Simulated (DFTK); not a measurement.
Runs of DFTK 0.8.2 on Ge. It takes space group Fd-3m (No. 227, cubic). Conventional cell: a = 5.658 Å, b = 5.658 Å, c = 5.658 Å, α = 90.00°, β = 90.00°, γ = 90.00°. Ge (site symmetry -43m) has 4 Ge at 2.45 Å as nearest neighbours. 

```tsv
task	level	potentials or basis	k mesh	cutoff (eV)	valence electrons	mesh quality	gap on the mesh (eV)	pressure (GPa)
band structure	PBE	cp2k.nc.sr.pbe.v0_1.largecore.gth (PBE, GTH)	8 × 8 × 8	599	Ge 4	not flagged	0.07	(b)
band structure	LDA	cp2k.nc.sr.lda.v0_1.largecore.gth (LDA, GTH)	8 × 8 × 8	544	Ge 4	not flagged	none	(a)
band structure	BJ06	cp2k.nc.sr.pbe.v0_1.semicore.gth (PBE, GTH)	8 × 8 × 8	789	Ge 4	not flagged	0.66	-
single point	PBE	dojo.nc.sr.pbe.v0_4_1.standard.upf (PBE)	8 × 8 × 8	1061	Ge 14	not flagged	none	3.7
```

Alike in all rows: no spin polarisation; cell as given; smearing fermi-dirac 0.05 eV.

Problem. Estimate the missing entries.

Solution. (a) -3.0; (b) 3.4.

Caveats: GTH potentials come without recommended cutoffs, and this one wasn't checked for convergence (some runs); this crystal is a semiconductor, whose small gap the functional closes, so the metal is an error of the method (some runs); the program leaves the constant c of mgga_x_tb09 at 1, so the potential is Becke-Johnson's (BJ06) and not Tran and Blaha's, with levels but no total energy (some runs); the program warned that the kinetic-energy density falls under its von Weizsäcker bound, which can give unphysical results (some runs); the potentials were made for another functional, which shifts forces and pressure (some runs).

A k mesh can miss the band edges, and the runs leave out spin-orbit coupling on Ge.

A gap of «none» marks a metal or a gap under the smearing width.

Not every run made on this cell is shown here.
